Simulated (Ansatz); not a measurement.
# Hf on an O site in HfO2

Method: DFT PBEsol, scalar-relativistic, plane waves, PAW in Ansatz. Settings: 420 eV cutoff, 2×2×2 k-mesh, Gaussian smearing of 0.01 eV, collinear spin in charge +1, -1 alone.

Host crystal, relaxed:

```xyz
6
Lattice="4.8301 0.0000 0.0000 0.0000 4.8301 0.0000 0.0000 0.0000 3.2097" Properties=species:S:1:pos:R:3 pbc="T T T"
Hf    0.0000    0.0000    0.0000
Hf    2.4151    2.4151    1.6049
O     0.9417    3.8884    1.6049
O     1.4733    1.4733    0.0000
O     3.3568    3.3568    0.0000
O     3.8884    0.9417    1.6049
```

Supercell of 24 atoms, rows in host cell vectors: -1 -1 0; -1 1 0; 1 0 -2. Atoms relax at the host's cell from a start displaced at random by 0.05 Å near the defect, so other minima may exist. The cell is small, so energies carry finite-size errors of tenths of an eV. The host's Kohn–Sham gap is 3.89 eV. Atoms are taken from and returned to the elements' standard states. Charged cells are corrected for image charges with the computed static dielectric tensor (mean 28.6) and aligned with the host's potential at far atoms (alignment terms reach 1.62 eV; the program doubts the alignment in some charges, where it is up to 1.62 eV). No band-filling term is added, and the Fermi level counts from the host's valence band top.

Spin-orbit coupling is left out, which matters for the bands and energies of heavy elements.

Defect: Hf on an O site at (0.195, 0.805, 0.500) of the host cell.

**Question.** What is the formation energy of the neutral defect?

**Answer.** 9.41 eV.

**Question.** Does the neutral defect carry a moment, and how do its surroundings relax?

**Answer.** The neutral run had no spin polarisation, so a moment wasn't tested. The nearest neighbours before are 3 Hf at 2.08 Å; after relaxation the atoms near the site are 4 O at 2.23 Å, 1 O at 2.36 Å, 1 Hf at 2.74 Å, 1 Hf at 2.79 Å; the largest move is 1.68 Å.

**Question.** Charges +1, 0, -1 were computed. Which is stable where in the gap?

**Answer.** Among the charges computed the stable one is +1 at the valence band top, changing to 0 at 3.16 eV, changing to -1 at 3.60 eV. Without the alignment that the program doubts, the level (+1/0) would lie at 4.62 eV, outside the gap, so these runs don't decide whether the defect changes charge there. Without the alignment that the program doubts, the level (0/-1) would lie at 5.22 eV, outside the gap, so these runs don't decide whether the defect changes charge there. Levels between neighbouring charges: (+1/0) 3.16 eV, (0/-1) 3.60 eV.